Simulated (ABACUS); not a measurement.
MnO:

```
CELL_PARAMETERS angstrom
0.00000 2.22391 2.22391
2.22391 0.00000 2.22391
2.22391 2.22391 0.00000
ATOMIC_POSITIONS crystal
Mn 0.00000 0.00000 0.00000
O 0.50000 0.50000 0.50000
```

The cell is a database's computed one.

Base run:

* Program: ABACUS 3.10.1
* Functional: r2SCAN
* Potentials or basis: SG15 ONCV 1.2 PBE
* Cutoff: 1524 eV
* Density cutoff: 6095 eV
* Basis: plane waves
* k mesh: 6 × 6 × 6
* Occupations: fermi-dirac, width 0.05 eV
* Spin: collinear spin, ferromagnetic start
* Starting moments: [4.0, 0.0] μB

Its results: band gap on the k mesh 0.15 eV, indirect (least direct gap 3.05 eV); pressure 0.2 GPa; net moment 5.00 μB per cell.

Task: The run is repeated on the same cell with these changes: functional from r2SCAN to TPSS. What comes out?

Result: Band gap on the k mesh none (metal or under the smearing width); pressure 0.8 GPa; net moment 4.96 μB per cell.

Caveats: some runs use coarse meshes; the potentials were made for another functional, which shifts forces and pressure; a cell with one magnetic atom can't hold antiferromagnetic order, which such compounds often take; semilocal functionals often make such compounds metallic where correlation or magnetic order opens a gap, which also shifts bond lengths (some runs).

A k mesh can miss the band edges.

Not every run made on this cell is shown here.
